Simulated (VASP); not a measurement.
GaAs, 2 atoms in the cell. Symmetry: F-43m, No. 216, cubic system. Conventional cell: a = 5.756 Å, b = 5.756 Å, c = 5.756 Å, α = 90.00°, β = 90.00°, γ = 90.00°. Ga (site symmetry -43m) has 4 As at 2.49 Å as nearest neighbours. As (site symmetry -43m) is surrounded by 4 Ga at 2.49 Å. 

```yaml
Program: VASP 6.6.1
Task: relaxation of cell and atoms
Functional: PBE
Potentials_or_basis: VASP PAW PBE potentials, release 64 (Ga_d, As)
Cutoff: 520 eV
k_mesh: 4 × 4 × 4
Occupations: gaussian, width 0.02 eV
Spin: no spin polarisation
Further_INCAR_settings: ALGO = Normal; EDIFF = 1e-07; IBRION = 2; EDIFFG = -0.002; NSW = 80; ISIF = 3
```

Potentials or basis: VASP PAW PBE potentials, release 64 (Ga_d, As).

Command:

```console
$ cat potpaw_PBE.64/Ga_d/POTCAR potpaw_PBE.64/As/POTCAR > POTCAR
$ mpirun -np 1 vasp_std > vasp.out
```

Hardware: 1 thread of Intel(R) Xeon(R) Platinum 8259CL CPU @ 2.50GHz (Skylake/Cascade Lake), on a shared host.

Task: How long does it take, and how much memory?

Result: It took 12 s on 1 thread of Intel(R) Xeon(R) Platinum 8259CL CPU @ 2.50GHz (Skylake/Cascade Lake) (shared host), peak memory 0.16 GiB. Counts: scf iterations 19, k points 8, ion steps 2.
